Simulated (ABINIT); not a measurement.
The system is SnTe.

```xyz
2
Lattice="0.0000 3.6111 3.6111 3.6111 0.0000 3.6111 3.6111 3.6111 0.0000" Properties=species:S:1:pos:R:3 pbc="T T T"
Te    1.8056    1.8056    1.8056
Sn    0.0000    0.0000    0.0000
```

Measurements of this composition are mostly on another form, of space group No. 225.

| Item | Value |
| --- | --- |
| Program | ABINIT 10.8.3 (patched build) |
| Task | relaxation of cell and atoms |
| Functional | LDA |
| Potentials or basis | PseudoDojo NC SR LDA v0.4.1 standard |
| Cutoff | 1088 eV |
| k mesh | 5 × 5 × 5 |
| Occupations | fermi-dirac, width 0.05 eV |
| Spin | no spin polarisation |

At the start: pressure -2.2 GPa; volume 47.09 Å³/atom.

Question: How do energy, volume and symmetry change on relaxing?

Answer: Over 4 steps the energy falls by 30.2 meV/atom and the volume is 42.91 Å³/atom (-8.9 %); space group F-43m (No. 216, to 0.05 Å).

The path:
```
step  energy change (eV)  largest force (eV/Å)  pressure (GPa)  volume (Å³)
   1              0.0000                0.0000           -2.18        94.18
   2             -0.0083                0.0000           -2.04        93.55
   3             -0.0602                0.0000            0.15        85.31
   4             -0.0605                0.0000           -0.01        85.81
```

Final structure:
```
CELL_PARAMETERS angstrom
0.00000 3.50082 3.50082
3.50082 0.00000 3.50082
3.50082 3.50082 0.00000
ATOMIC_POSITIONS crystal
Te 0.25000 0.25000 0.25000
Sn 0.00000 0.00000 0.00000
```
